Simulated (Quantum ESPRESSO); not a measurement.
**Yb in Quantum ESPRESSO: convergence with k mesh**

Crystal: Yb.

```xyz
1
Lattice="-2.1515 2.1515 2.1515 2.1515 -2.1515 2.1515 2.1515 2.1515 -2.1515" Properties=species:S:1:pos:R:3 pbc="T T T"
Yb    0.0000    0.0000    0.0000
```

This isn't the form of Yb at room conditions, which is fcc.

* Program: Quantum ESPRESSO 7.5
* Task: single point
* Functional: PBEsol
* Potentials or basis: JTH 2.0 LDA
* Cutoff: 680 eV
* Density cutoff: 4082 eV
* k mesh: 1 × 1 × 1
* Occupations: fermi-dirac, width 0.05 eV
* Spin: collinear spin, ferromagnetic start
* Starting moments: [1.0] μB

These are the settings of the first run; the series varies k mesh, with any setting tied to it.

Hardware: 1 thread of Arm Neoverse V1 (shared host).

```tsv
k mesh	energy less the tightest run, at zero smearing (meV/atom)	pressure (GPa)	absolute moment (μB)	SCF cycles	CPU time (s)	peak memory (GiB)
1 × 1 × 1	-5421.92	-7.59	0.00	14	44	0.26
3 × 3 × 3	222.53	-3.21	0.59	30	91	0.26
4 × 4 × 4	-1.07	-4.02	0.00	31	110	0.26
5 × 5 × 5	-1.37	-4.14	0.00	32	110	0.27
7 × 7 × 7	-2.34	-3.97	0.00	28	120	0.28
8 × 8 × 8	-4.75	-3.99	0.00	27	130	0.29
9 × 9 × 9	3.10	-4.00	0.00	26	140	0.29
11 × 11 × 11	-1.02	-4.01	0.00	32	220	0.32
13 × 13 × 13	0.00	-4.03	0.00	28	240	0.35
```

Against the tightest run, the pressure stays within 0.1 GPa from 7 × 7 × 7 on; the absolute moment stays within 0.02 μB from 4 × 4 × 4 on. Not settled before the last step: the energy (to 1 meV/atom). Meshes of other sizes hit other points, so gaps and Fermi surfaces needn't settle smoothly. The tightest run that finished is the yardstick and may itself not be fully converged.

Caveat, for the tightest run too: the potentials were made for another functional, which shifts forces and pressure; spin-orbit coupling is left out, which moves the levels of the heavy elements. The state reached can hang on the start; a lower one may exist.
